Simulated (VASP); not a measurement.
# InP (F-43m) in VASP: further runs, part 2 of 2

VASP 6.6.1. Earlier steps stand in the parts before.

## (4) Relaxation of cell and atoms, PBE, target pressure 5 GPa, at which the enthalpy is minimised

This run uses another cell than the first one, of 25.17 Å³/atom, 0.951 times its volume.

Contents of INCAR:

```
SYSTEM = InP
ALGO     = Normal         ! electronic algorithm
EDIFF    = 1E-6           ! SCF threshold, eV
EDIFFG   = -0.005         ! ionic threshold
ENCUT    = 600            ! plane-wave cutoff, eV
GGA      = PE             ! functional
IBRION   = 2              ! ionic algorithm
ISIF     = 3              ! what is computed and relaxed
ISMEAR   = 0              ! smearing method
LASPH    = .True.         ! aspherical terms in the spheres
LCHARG   = .False.        ! write CHGCAR
LREAL    = .False.        ! projectors in reciprocal space
LWAVE    = .False.        ! write WAVECAR
NELM     = 80             ! most SCF steps
NSW      = 100            ! ionic steps
PREC     = Accurate       ! precision mode
PSTRESS  = 50.0         
SIGMA    = 0.01           ! smearing width, eV
```

Contents of KPOINTS:

```
k-points
0
Gamma
  6 6 6
  0 0 0
```

Contents of POSCAR:

```
InP
1.0
    4.1443530000      0.0000000000      0.0000000000
    2.0721765000      3.5891149803      0.0000000000
    2.0721765000      1.1963716601      3.3838500547
In P
1 1
Direct
    0.0000000000      0.0000000000      0.0000000000
    0.2500000000      0.2500000000      0.2500000000
```

Run with:

```
$ cat potpaw_PBE.64/In_d/POTCAR potpaw_PBE.64/P/POTCAR > POTCAR
$ mpirun -np 1 vasp_std > vasp.out
```

Wall time 52 s (1 thread of Intel Xeon 8259CL, shared host); peak memory 0.22 GiB.

Results (log left out):

* Free energy: -8.3425 eV
* Relaxed volume: 24.63 Å³/atom
* Relaxed cell: a = 4.115 Å, b = 4.115 Å, c = 4.115 Å, α = 60.00°, β = 60.00°, γ = 60.00°
* Space group after relaxing (to 0.05 Å): F-43m (No. 216)
* Energy change on relaxing (the enthalpy is what falls): +13.9 meV/atom
* Ionic steps: 3
* Pressure after relaxing: 5.0 GPa
* Band gap on the k mesh: 0.83 eV, direct

Step by step:
| step | energy change (eV) | largest force (eV/Å) | pressure (GPa) | volume (Å³) |
| --- | --- | --- | --- | --- |
| 1 | 0.0000 | 0.0000 | 3.30 | 50.33 |
| 2 | 0.0580 | 0.0000 | 6.49 | 48.41 |
| 3 | 0.0277 | 0.0000 | 4.99 | 49.26 |

Final structure:
```xyz
2
Lattice="4.1147 0.0000 0.0000 2.0573 3.5634 0.0000 2.0573 1.1878 3.3596" Properties=species:S:1:pos:R:3 pbc="T T T"
In    0.0000    0.0000    0.0000
P     2.0573    1.1878    0.8399
```

Levels at points of the mesh, in eV from the valence-band top:
```
           k point  band 6  band 7  band 8  band 9  band 10  band 11  band 12  band 13
(0.00, 0.00, 0.00)  -11.67    0.00    0.00    0.00     0.83     4.09     4.09     4.09
(0.50, 0.00, 0.00)   -9.87   -5.85   -1.00   -1.00     1.55     4.81     4.81     7.14
(0.50, 0.50, 0.00)   -9.19   -5.85   -2.40   -2.40     1.72     2.26     9.35     9.74
```

Caveat: the cell is relaxed towards a set pressure, so the enthalpy falls and the energy may rise; spin-orbit coupling is left out, which moves the levels of the heavy elements.

## (5) Relaxation of cell and atoms, PBE, target pressure 10 GPa, at which the enthalpy is minimised

This run uses another cell than the first one, of 25.17 Å³/atom, 0.951 times its volume.

Contents of INCAR:

```
SYSTEM = InP
ALGO = Normal ; EDIFF = 1E-6
EDIFFG = -0.005 ; ENCUT = 600
GGA = PE ; IBRION = 2
ISIF = 3 ; ISMEAR = 0
LASPH = .True. ; LCHARG = .False.
LREAL = .False. ; LWAVE = .False.
NELM = 80 ; NSW = 100
PREC = Accurate ; PSTRESS = 100.0
SIGMA = 0.01
```

KPOINTS is that of step 4.

POSCAR is that of step 4.

Potentials or basis: VASP PAW PBE potentials, release 64 (In_d, P).

Run with:

```
$ cat potpaw_PBE.64/In_d/POTCAR potpaw_PBE.64/P/POTCAR > POTCAR
$ mpirun -np 1 vasp_std > vasp.out
```

OUTCAR:

```text
SYSTEM = InP
   EDIFF = 1E-6
   EDIFFG = -0.005
   ENCUT = 600
   GGA = PE
   IBRION = 2
   ISIF = 3
   ISMEAR = 0
   LASPH = .True.
   LREAL = .False.
   NELM = 80
   NSW = 100
   PREC = Accurate
   PSTRESS = 100.0

 ion  position               nearest neighbor table
   1  0.000  0.000  0.000-   2 2.54   2 2.54   2 2.54   2 2.54
   2  0.250  0.250  0.250-   1 2.54   1 2.54   1 2.54   1 2.54

  LATTYP: Found a face centered cubic cell.
 ALAT       =     5.8610002199

  Lattice vectors:

 A1 = (   4.1443530000,   0.0000000000,   0.0000000000)
 A2 = (   2.0721765000,   3.5891149803,   0.0000000000)
 A3 = (   2.0721765000,   1.1963716601,   3.3838500547)

Analysis of symmetry for initial positions (statically):
=====================================================================
 Subroutine PRICEL returns:
 Original cell was already a primitive cell.

 Routine SETGRP: Setting up the symmetry group for a
 face centered cubic supercell.

 Subroutine GETGRP returns: Found 24 space group operations
 (whereof 24 operations were pure point group operations)
[... 144 lines left out ...]
 NGX is ok and might be reduce to    36
   NGX = 17   NGY = 17   NGZ = 17

--------------------------------------- Ionic step        1  -------------------------------------------

 number of electron      17.9999998 magnetization

 Free energy of the ion-electron system (eV)
  ---------------------------------------------------
  ext. energy  EPLUGINS =         0.00000000
  ---------------------------------------------------
  free energy    TOTEN  =        -8.37018012 eV

  energy without entropy =       -8.37018012  energy(sigma->0) =       -8.37018012

------------------------ aborting loop because EDIFF is reached ----------------------------------------

  FORCE on cell =-STRESS in cart. coord.  units (eV):
  Direction    XX          YY          ZZ          XY          YZ          ZX
  --------------------------------------------------------------------------------------
  -------------------------------------------------------------------------------------
  Total        1.0363663      1.0363663      1.0363663     -0.0000000     -0.0000000     -0.0000000
  in kB       32.9889622     32.9889622     32.9889622     -0.0000000     -0.0000000     -0.0000000
  external PRESSURE =     -67.0110378 kB  Pullay stress =     100.0000000 kB
[... 177 lines left out ...]
--------------------------------------- Ionic step        6  -------------------------------------------

 number of electron      18.0000001 magnetization

 Free energy of the ion-electron system (eV)
  ---------------------------------------------------
  ext. energy  EPLUGINS =         0.00000000
  ---------------------------------------------------
  free energy    TOTEN  =        -8.22275214 eV

  energy without entropy =       -8.22275214  energy(sigma->0) =       -8.22275214

 E-fermi :   6.1756     XC(G=0):  -9.6207

 val. band max:        6.0643852848   @ k =   0.0000   0.0000   0.0000
 cond. band min:       7.1843208248   @ k =   0.0000   0.0000   0.0000
 fundamental gap:      1.1199355400
 Fermi energy:         6.1756191952

 k-point     1 :       0.0000    0.0000    0.0000
  band No.  band energies     occupation
      1      -8.3061      2.00000
      2      -8.3061      2.00000
      3      -8.3061      2.00000
      4      -8.1122      2.00000
      5      -8.1122      2.00000
      6      -6.0031      2.00000
      7       6.0644      2.00000
      8       6.0644      2.00000
      9       6.0644      2.00000
     10       7.1843      0.00000
     11      10.1366      0.00000
     12      10.1366      0.00000
     13      10.1366      0.00000
[... 271 lines left out ...]
  energy  without entropy=       -8.2227521356  energy(sigma->0) =       -8.22275214

  enthalpy is  TOTEN    =        -5.3104805868 eV   P V=        2.9122715488

 reached required accuracy - stopping structural energy minimisation
```

OSZICAR:

```text
N       E                     dE             d eps       ncg     rms          rms(c)
DAV:   1     0.116076176604E+03    0.11608E+03   -0.93463E+03   416   0.173E+03
DAV:   2    -0.480667400926E+00   -0.11656E+03   -0.11312E+03   431   0.344E+02
DAV:   3    -0.857115385305E+01   -0.80905E+01   -0.80414E+01   554   0.925E+01
DAV:   4    -0.879077946127E+01   -0.21963E+00   -0.21951E+00   514   0.167E+01
[... 45 lines left out ...]
       N       E                     dE             d eps       ncg     rms          rms(c)
DAV:   1    -0.822284144819E+01    0.20846E-02   -0.22252E-03   536   0.110E+00    0.693E-02
DAV:   2    -0.822276390808E+01    0.77540E-04   -0.16165E-04   536   0.349E-01    0.236E-02
DAV:   3    -0.822275171670E+01    0.12191E-04   -0.38154E-05   521   0.155E-01    0.128E-02
DAV:   4    -0.822275213556E+01   -0.41886E-06   -0.17186E-06   226   0.154E-02
   6 F= -.53104806E+01 E0= -.53104806E+01  d E =-.224149E-05
```

Run time: 83 s. Hardware: 1 thread of Intel Xeon 8259CL, shared host; peak memory 0.22 GiB.

Results:

- Free energy: -8.2228 eV
- Relaxed volume: 23.33 Å³/atom
- Relaxed cell: a = 4.041 Å, b = 4.041 Å, c = 4.041 Å, α = 60.00°, β = 60.00°, γ = 60.00°
- Space group after relaxing (to 0.05 Å): F-43m (No. 216)
- Energy change on relaxing (the enthalpy is what falls): +73.7 meV/atom
- Ionic steps: 6
- Pressure after relaxing: 10.0 GPa
- Band gap on the k mesh: 1.12 eV, direct

Step by step:
| step | energy change (eV) | largest force (eV/Å) | pressure (GPa) | volume (Å³) |
| --- | --- | --- | --- | --- |
| 1 | 0.0000 | 0.0000 | 3.30 | 50.33 |
| 2 | 0.4747 | 0.0000 | 19.68 | 43.05 |
| 3 | 0.1444 | 0.0000 | 9.87 | 46.71 |
| 4 | 0.1488 | 0.0000 | 10.06 | 46.64 |
| 5 | 0.1453 | 0.0000 | 9.90 | 46.69 |
| 6 | 0.1474 | 0.0000 | 9.99 | 46.66 |

Final structure:
```yaml
crystal:
  lattice:
    - [4.04097, 0.00000, 0.00000]
    - [2.02049, 3.49958, 0.00000]
    - [2.02049, 1.16653, 3.29944]
  atoms:
    - { symbol: In, position: [0.00000, 0.00000, 0.00000] }
    - { symbol: P, position: [0.25000, 0.25000, 0.25000] }
```

Levels at points of the mesh, in eV from the valence-band top:
```tsv
k point	band 6	band 7	band 8	band 9	band 10	band 11	band 12	band 13
(0.00, 0.00, 0.00)	-12.07	0.00	0.00	0.00	1.12	4.07	4.07	4.07
(0.50, 0.00, 0.00)	-10.08	-6.16	-1.09	-1.09	1.68	4.80	4.80	7.23
(0.50, 0.50, 0.00)	-9.33	-6.10	-2.59	-2.59	1.62	2.24	9.70	10.10
```

Caveat: the cell is relaxed towards a set pressure, so the enthalpy falls and the energy may rise; spin-orbit coupling is left out, which moves the levels of the heavy elements. A k mesh can miss the band edges.

## (6) Relaxation of cell and atoms, PBE, target pressure 20 GPa, at which the enthalpy is minimised

This run uses another cell than the first one, of 25.17 Å³/atom, 0.951 times its volume.

Contents of INCAR:

```
SYSTEM = InP
  PREC = Accurate
  ENCUT = 600
  EDIFF = 1E-6
  ISMEAR = 0
  SIGMA = 0.01
  LREAL = .FALSE.
  LASPH = .TRUE.
  NELM = 80
  ALGO = Normal
  ISIF = 3
  LWAVE = .FALSE.
  LCHARG = .FALSE.
  GGA = PE
  IBRION = 2
  NSW = 100
  EDIFFG = -0.005
  PSTRESS = 200.0
```

Contents of KPOINTS:

```
Automatic mesh
0
G
  6 6 6
  0 0 0
```

POSCAR is that of step 5.

Potentials or basis: VASP PAW PBE potentials, release 64 (In_d, P).

Run with:

```
$ cat potpaw_PBE.64/In_d/POTCAR potpaw_PBE.64/P/POTCAR > POTCAR
$ mpirun -np 1 vasp_std > vasp.out
```

Wall time 1.9 min (1 thread of Intel Xeon 8259CL, shared host); peak memory 0.22 GiB.

Results (log left out):

```yaml
Free_energy: -7.8835 eV
Relaxed_volume: 21.48 Å³/atom
Relaxed_cell: a = 3.931 Å, b = 3.931 Å, c = 3.931 Å, α = 60.00°, β = 60.00°, γ = 60.00°
Space_group_after_relaxing_to_0.05_Å: F-43m (No. 216)
Energy_change_on_relaxing_the_enthalpy_is_what_falls: +243.3 meV/atom
Ionic_steps: 7
Pressure_after_relaxing: 20.0 GPa
Band_gap_on_the_k_mesh: 1.44 eV, indirect (least direct gap 1.55 eV)
```

The path:
```tsv
step	energy change (eV)	largest force (eV/Å)	pressure (GPa)	volume (Å³)
1	0.0000	0.0000	3.30	50.33
2	2.9912	0.0000	75.12	33.54
3	0.4289	0.0000	18.46	43.43
4	0.4734	0.0000	19.65	43.06
5	0.4905	0.0000	20.10	42.92
6	0.4817	0.0000	19.87	42.99
7	0.4867	0.0000	20.02	42.95
```

Final structure:
```yaml
crystal:
  lattice:
    - [3.93096, 0.00000, 0.00000]
    - [1.96548, 3.40431, 0.00000]
    - [1.96548, 1.13477, 3.20961]
  atoms:
    - { symbol: In, position: [0.00000, 0.00000, 0.00000] }
    - { symbol: P, position: [0.25000, 0.25000, 0.25000] }
```

Levels at points of the mesh, in eV from the valence-band top:
```csv
k point,band 5,band 6,band 7,band 8,band 9,band 10,band 11,band 12,band 13
"(0.00, 0.00, 0.00)",-14.38,-12.74,0.00,0.00,0.00,1.55,4.02,4.02,4.02
"(0.50, 0.00, 0.00)",-14.36,-10.42,-6.69,-1.24,-1.24,1.86,4.76,4.76,7.31
"(0.50, 0.50, 0.00)",-14.32,-9.58,-6.53,-2.92,-2.92,1.44,2.17,10.28,10.63
```

Caveat: the cell is relaxed towards a set pressure, so the enthalpy falls and the energy may rise; spin-orbit coupling is left out, which moves the levels of the heavy elements. A k mesh can miss the band edges.

## (7) Summary

```tsv
task	cell	cutoff (eV)	gap on the mesh (eV)	pressure (GPa)
single point	a = 4.214 Å, angles 60.0°, 2 atoms	520	0.44	-0.1
relaxation of cell and atoms	relaxed from a = 4.144 Å, angles 60.0°, 2 atoms	600	0.44	0.0
relaxation of cell and atoms	relaxed to 5 GPa from a = 4.144 Å, angles 60.0°, 2 atoms	600	0.83	5.0
relaxation of cell and atoms	relaxed to 10 GPa from a = 4.144 Å, angles 60.0°, 2 atoms	600	1.12	10.0
relaxation of cell and atoms	relaxed to 20 GPa from a = 4.144 Å, angles 60.0°, 2 atoms	600	1.44	20.0
```

Alike in all rows: level PBE; potentials or basis VASP PAW PBE potentials, release 64 (In_d, P); no spin polarisation; k mesh 6 × 6 × 6; smearing gaussian 0.01 eV.

Caveats: spin-orbit coupling is left out, which moves the levels of the heavy elements; the cell is relaxed towards a set pressure, so the enthalpy falls and the energy may rise (some runs).

Total energies depend on the potentials used, so only differences within one code and one set of settings carry meaning.

## (8) Against experiment

Step 2. Measured gap of InP: 1.4236 eV (direct; 1.6 K; a printed reference work, data compilation). This calculation gives 0.44 eV (-0.99 eV). Spin-orbit coupling on In is left out. The value is that of PBE, without temperature or zero-point motion. Semilocal functionals fall short of measured gaps as a rule.
